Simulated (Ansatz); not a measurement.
PbI2 (P-3m1) from a database structure, relaxed with r2SCAN+rVV10: space group P-3m1 (No. 164), trigonal; a = 4.564 Å, c = 7.047 Å in the conventional setting, 42.37 Å³ an atom. Around Pb lie 6 I at 3.24 Å; around I lie 3 Pb at 3.24 Å. One-shot G0W0@PBE in Ansatz on a 6×6×4 mesh (contour deformation, no spin-orbit coupling), from a PBE gap of 2.230 eV over the mesh points (the G0W0 gap is direct on the mesh); the number N of bands summed and the screening cutoff rise together. Calculated for a static, non-magnetic cell.

```
  N  cutoff (eV)  1000/N  G0W0 gap (eV)
230           80   4.348          3.084
403          120   2.481          3.159
965          220   1.036          3.250
```

**Lay a straight line in 1000/N through these rows.** The slope is -0.0496 eV per unit of 1000/N and the intercept 3.294 eV.

**Predict the gap at N = 1754 (300 eV).** 3.294 + (-0.0496) × 0.570 = 3.266 eV; the run gives 3.271 eV, +0.005 eV from the line.

**With that run's result added, what limit do the last two rows suggest?** Their slope is (3.271 − 3.250)/(0.570 − 1.036) = -0.0451, which meets 1/N = 0 at 3.30 eV, against 3.294 eV from the first line. The two lines nearly agree; the k mesh isn't extrapolated.

Spin-orbit coupling is left out; in compounds of Pb, Bi, Tl or Hg it can lower a gap by up to about 1 eV, split its edges or invert the bands.
